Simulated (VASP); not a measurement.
Runs of VASP 6.6.1 on Hf. Symmetry: Pm-3m, No. 221, cubic system. Conventional cell: a = 2.914 Å, b = 2.914 Å, c = 2.914 Å, α = 90.00°, β = 90.00°, γ = 90.00°. Hf (site symmetry m-3m) is surrounded by 6 Hf at 2.91 Å. The cell was built by a generator and needn't be a form met in nature.

```tsv
task	level	cell	cutoff (eV)	gap on the mesh (eV)	pressure (GPa)	relaxed volume (Å³/atom)
relaxation of cell and atoms	RPBE+D4	relaxed	600	none	0.0	24.83
relaxation of cell and atoms	RPBE+D3	relaxed	600	none	0.0	(a)
relaxation of cell and atoms	RPBE+D3(BJ)	relaxed	600	none	0.0	18.56
single point	PBE	as given	520	none	-0.2	-
relaxation of cell and atoms	RPBE	relaxed	600	none	0.0	(b)
```

Alike in all rows: potentials or basis VASP PAW PBE potentials, release 64 (Hf_pv); no spin polarisation; k mesh 9 × 9 × 9; smearing fermi-dirac 0.05 eV.

**Question.** Fill in the values left out.

**Answer.** (a) 24.67; (b) 25.45.

Caveats: the PAW data sets were made with another functional, which shifts forces and pressure a little (some runs); pairwise dispersion overbinds metals, which lowers pressure and volume (some runs); the volume moved by over 15 % at a fixed basis, so the end points are rough (some runs).

A k mesh can miss the band edges, and the runs leave out spin-orbit coupling on Hf.

A gap of «none» marks a metal or a gap under the smearing width.

Not every run made on this cell is shown here.
